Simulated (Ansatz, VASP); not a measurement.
# Cross-check of BP between VASP and Ansatz, part 3 of 3

One calculation is typed for both programs; each brings its own data sets. How far apart do they land? The cell is taken from a series of runs on this material, whose earlier steps may have relaxed, scaled, displaced or heated it; both programs get it as it stands.

VASP 6.6.1 and Ansatz 0.2.0.

So far: Set-up; Ansatz: zone-centre phonons, LDA, pair 1; VASP: zone-centre phonons, LDA, pair 1; Side by side.

## (5) VASP: zone-centre phonons, LDA, pair 2

Level of this step: LDA; plane waves and PAW (B, P) (VASP).

Second derivatives magnify differences that forces hide, and they need a tight electronic threshold. The cell compared in this pair holds 22.50 Å³, against 22.37 Å³ for the pair before.

File INCAR:

```
SYSTEM = BP
PREC = Accurate
ENCUT = 500
EDIFF = 1E-08
NELM = 120
ISMEAR = 0
SIGMA = 0.01
LREAL = .FALSE.
ALGO = Normal
GGA = CA
NBANDS = 10
LORBIT = 11
LWAVE = .FALSE.
LCHARG = .FALSE.
ISIF = 2
IBRION = 8
LEPSILON = .TRUE.
LASPH = .TRUE.
GGA_COMPAT = .FALSE.
EFERMI = MIDGAP
KPAR = 2
```

File POSCAR:

```
BP
1.0
    0.0000000000      2.2496754674      2.2228382929
    2.2496754674      0.0000000000      2.2228382929
    2.2496754674      2.2496754674      0.0000000000
B P
1 1
Direct
    0.0000000000      0.0000000000      0.0000000000
    0.7500000000      0.7500000000      0.7500000000
```

File KPOINTS:

```
Automatic mesh
0
Gamma
12 12 12
0 0 0
```

Potentials, in the order of the species: B and P (LDA family, release 64).

Run with:

```sh
> mpirun -np 2 vasp_std
```

Numbers of over 12 decimals in the logs are rounded to 6 here.

The program printed:

```text
[... set-up lines as in an earlier step ...]
 entering main loop
       N       E                     dE             d eps       ncg     rms          rms(c)
DAV:   1     0.695909745102E+01    0.69591E+01   -0.39552E+03  3276   0.695E+02
DAV:   2    -0.147897277796E+02   -0.21749E+02   -0.20818E+02  4588   0.112E+02
DAV:   3    -0.153097551440E+02   -0.52003E+00   -0.51907E+00  4046   0.159E+01
DAV:   4    -0.153117151148E+02   -0.19600E-02   -0.19597E-02  4018   0.111E+00
[...]
DAV:  11    -0.143970959176E+02   -0.18339E-05   -0.57660E-06  4022   0.134E-02    0.375E-02
DAV:  12    -0.143970956130E+02    0.30459E-06   -0.18599E-06  3718   0.620E-03    0.866E-03
DAV:  13    -0.143970956206E+02   -0.76070E-08   -0.64897E-08  3950   0.168E-03
   1 F= -.14397096E+02 E0= -.14397096E+02  d E =0.000000E+00
 Linear response reoptimize wavefunctions to high precision
DAV:   1    -0.143970956173E+02    0.33084E-08   -0.12783E-08  3682   0.528E-04
DAV:   2    -0.143970956174E+02   -0.19213E-10   -0.24676E-10  1870   0.129E-04
 Linear response G [H, r] |phi>, progress :
  Direction:   1
[...]
RMM:  12    -0.412522526958E-01   -0.23572E-09   -0.53718E-08  8777   0.598E-06    0.107E-07
 first order change of Fermi-energy   0.40231E-04
 force on displaced ion       2 direction 1 : -19.995   0.000  -0.000
 Born effective charge ion    2 direction 1 :   0.637   0.000   0.000
 Linear response progress:
  Degree of freedom:   4/  4
       N       E                     dE             d eps       ncg     rms          rms(c)
RMM:   1    -0.435170986174E-01   -0.43517E-01    0.35001E-04 12871   0.142E+00
RMM:   2    -0.407826233087E-01    0.27345E-02   -0.84023E-04  8684   0.219E-01    0.150E-01
RMM:   3    -0.408015051505E-01   -0.18882E-04   -0.24352E-05  9200   0.367E-02    0.852E-02
RMM:   4    -0.410772162677E-01   -0.27571E-03   -0.24880E-05  9130   0.355E-02    0.780E-03
[...]
RMM:   9    -0.410418699483E-01    0.64854E-07   -0.73371E-09  9982   0.253E-05    0.366E-06
RMM:  10    -0.410418809440E-01   -0.10996E-07    0.41927E-09 10202   0.963E-06    0.509E-06
RMM:  11    -0.410418712720E-01    0.96721E-08    0.15203E-08  8658   0.756E-06    0.215E-07
 first order change of Fermi-energy   0.33365E-03
 force on displaced ion       2 direction 3 :  -0.000  -0.000 -20.017
 Born effective charge ion    2 direction 3 :   0.000   0.000   0.648
 Born effective charges drift removed
 Linear response finished
```

Parts of OUTCAR (step 5):

```text
  Total       -0.0168900     -0.0168900      0.4399569      0.0000000      0.0000000      0.0000000
  in kB       -1.2027159     -1.2027159     31.3287561      0.0000000      0.0000000      0.0000000
  external PRESSURE =       9.6411081 kB  Pullay stress =       0.0000000 kB

 POSITION                                       TOTAL-FORCE (eV/Angst)
 -----------------------------------------------------------------------------------
      0.00000      0.00000      0.00000        -0.000000     -0.000000      0.000000
      3.37451      3.37451      3.33426         0.000000      0.000000     -0.000000
 -----------------------------------------------------------------------------------
    total drift:                               -0.000000     -0.000000      0.000000

 MACROSCOPIC STATIC DIELECTRIC TENSOR (including local field effects in DFT)
 ------------------------------------------------------
           9.275999     0.000000     0.000000
          -0.000000     9.275999     0.000000
           0.000000     0.000000     9.096940
 ------------------------------------------------------

 MACROSCOPIC STATIC DIELECTRIC TENSOR IONIC CONTRIBUTION
 ------------------------------------------------------
           0.163854    -0.000000     0.000000
          -0.000000     0.163854     0.000000
           0.000000     0.000000     0.169635
 ------------------------------------------------------

[... 1 part as in an earlier step ...]

[... 1 further part left out ...]
```

## (6) Ansatz: zone-centre phonons, LDA, pair 2

The same cell, functional (in two slightly different forms) and mesh now go to Ansatz, which takes its cutoff from its data sets.

The cell is taken from a series of runs on this material, whose earlier steps may have relaxed, scaled, displaced or heated it; both programs get it as it stands.

File input.yaml:

```yaml
crystal:
  lattice:
    - [0.0, 2.2496754674, 2.2228382929]
    - [2.2496754674, 0.0, 2.2228382929]
    - [2.2496754674, 2.2496754674, 0.0]
  atoms:
    - { symbol: B, position: [0.0, 0.0, 0.0] }
    - { symbol: P, position: [0.75, 0.75, 0.75] }
kpoints:
  mp_grid: { grid: [12, 12, 12] }
hamiltonian:
  xc: lda
  pseudopotentials: { kind: paw, azcp: { folder: soft_1 }, xc_functional: pbe }
scf:
  occupations: { method: fixed }
output:
  eigenvalues: true
phonons:
  method: dfpt
  dielectric: true
  rigid_motions: translations
```

Run with:

```sh
> ansatz run input.yaml --threads 4 --pin off --max-ram 10240MiB --backend cpu --events-out ev --progress --plain --runs-dir out
```

The program printed:

```text
[...]
Crystal: 2 atoms, lattice volume = 22.500 Å³
Basis set: ecut = 420 eV, 443 PW (Γ), exchange–correlation on 48×48×48 points (8 copies of the dense FFT grid, shifted against one another)
Bands: 8, of which v1, the nominal top of the filled ones, is band 4 counted from 1 (3 counted from 0)
Symmetry: 8 space group operations
k-points: 868 of 1728 (irreducible under 1 space group operation, time reversal used)
[...]
optical modes at Γ + LO–TO along q̂ = [1.0000, 0.0000, 0.0000]:
      ω (cm⁻¹)  modes    IR ((D/Å)²/amu)
[...]
optical modes at Γ + LO–TO along q̂ = [0.0000, 1.0000, 0.0000]:
      ω (cm⁻¹)  modes    IR ((D/Å)²/amu)
[...]
826.13      1             1.2815
        833.37      1             1.2405
  optical modes at Γ + LO–TO along q̂ = [0.0000, 0.0000, 1.0000]:
      ω (cm⁻¹)  modes    IR ((D/Å)²/amu)
        825.70      2             2.4810
        834.20      1             1.2815
[key lines of the parts left out:]
SCF converged after 7 iterations
Free energy (F): -876.635106 eV
Fermi energy:    9.629902 eV
```

## (7) Comparison

Both answers:

| quantity | Ansatz | VASP | difference |
| --- | --- | --- | --- |
| ε∞ xx | 9.24 | 9.28 | -0.33 % |
| ε∞ yy | 9.24 | 9.28 | -0.33 % |
| ε∞ zz | 9.07 | 9.10 | -0.35 % |
| Born charge of B1 (mean of the diagonal) (e) | -0.66 | -0.64 | -0.02 |
| Born charge of P2 (mean of the diagonal) (e) | 0.66 | 0.64 | +0.02 |
| optical mode 1 to 2 (cm⁻¹) | 825.7 | 823.7 | +0.25 % |
| optical mode 3 (cm⁻¹) | 826.1 | 824.1 | +0.24 % |

Modes are paired by rising frequency, not by their patterns, so a pair may set unlike modes beside each other; they are those without the splitting of longitudinal modes.

## (8) Results

```json
{
 "r.m.s. difference of the optical zone-centre modes, each program's sorted by frequency (zone-centre phonons, LDA, pair 1)": "2.0 cm⁻¹",
 "r.m.s. difference of the optical zone-centre modes, each program's sorted by frequency (zone-centre phonons, LDA, pair 2)": "2.0 cm⁻¹"
}
```

The r.m.s. difference of the optical zone-centre modes, each program's sorted by frequency is 2.0 cm⁻¹ (zone-centre phonons, LDA, pair 1). Such differences can come from data sets, numerical settings and the points named under the comparisons, not from the functional's error against experiment.

[Lines on the potential files, build, host, timing and source positions are cut from VASP's logs without a mark.]

[Logs are printed without paths, hosts, clocks, repeated set-up lines and the standing remarks that a program may print on its own settings, such as how far it seeks lower states.]

[Hosts, paths, dates, database ids (printed as entryN), source tags and the programs' standing remarks are cut or masked in the printed files.]
